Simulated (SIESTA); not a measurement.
Crystal: Ge.

```
Ge
1.0
     1.39715   -2.60052    0.00000
     1.39715    2.60052    0.00000
     0.00000    0.00000    2.69823
Ge
1
Direct
  0.50000 0.50000 0.00000
```

This isn't the form of Ge at room conditions, which is diamond.

* Program: SIESTA 5.4.2
* Task: relaxation of cell and atoms
* Functional: PBE
* Potentials or basis: PseudoDojo 0.4 stringent (PBE files)
* Basis: DZP (energy shift 0.003 Ry; two zetas on semicore shells)
* Grid cutoff: 800 Ry
* Energy shift: 0.003 Ry
* k mesh: 11 × 11 × 10
* Occupations: fermi-dirac, width 0.05 eV
* Spin: no spin polarisation

At the start: pressure -7.5 GPa; volume 19.61 Å³/atom.

**Question.** Where does the relaxation end?

**Answer.** Over 15 steps the energy falls by 53.3 meV/atom and the volume is 17.96 Å³/atom (-8.4 %); space group P6/mmm (No. 191, to 0.05 Å).

The path:
| step | energy change (eV) | largest force (eV/Å) | pressure (GPa) | volume (Å³) |
| --- | --- | --- | --- | --- |
| 1 | 0.0000 | 0.0000 | -7.49 | 19.61 |
| 2 | -0.0272 | 0.0000 | -5.01 | 18.95 |
| 3 | -0.0453 | 0.0000 | -0.75 | 18.10 |
| 4 | -0.0385 | 0.0000 | 4.63 | 17.27 |
| 5 | -0.0462 | 0.0000 | 0.39 | 17.91 |
| 6 | -0.0526 | 0.0000 | 0.35 | 17.91 |
| 7 | -0.0519 | 0.0000 | 0.41 | 17.90 |
| 8 | -0.0531 | 0.0000 | 0.37 | 17.91 |
| 9 | -0.0483 | 0.0001 | -1.97 | 18.32 |
| 10 | -0.0530 | 0.0000 | -0.16 | 17.99 |
| 11 | -0.0531 | 0.0004 | -0.01 | 17.97 |
| 12 | -0.0530 | 0.0006 | 0.15 | 17.94 |
| 13 | -0.0531 | 0.0003 | 0.02 | 17.97 |
| 14 | -0.0533 | 0.0050 | 0.01 | 17.96 |
| 15 | -0.0533 | 0.0010 | 0.02 | 17.96 |

Final structure:
```cif
data_structure
_symmetry_space_group_name_H-M 'P 1'
_symmetry_Int_Tables_number 1
_cell_length_a 2.7945
_cell_length_b 2.7945
_cell_length_c 2.6546
_cell_angle_alpha 90.000
_cell_angle_beta 90.000
_cell_angle_gamma 119.938
_cell_volume 17.96
loop_
_atom_site_label
_atom_site_type_symbol
_atom_site_fract_x
_atom_site_fract_y
_atom_site_fract_z
_atom_site_occupancy
Ge1 Ge 0.50002 0.49998 0.99996 1
```

Caveat: short orbitals over semicore shells can move pressures by several GPa; the basis of atomic orbitals isn't converged, which shifts pressures, moduli and gaps.
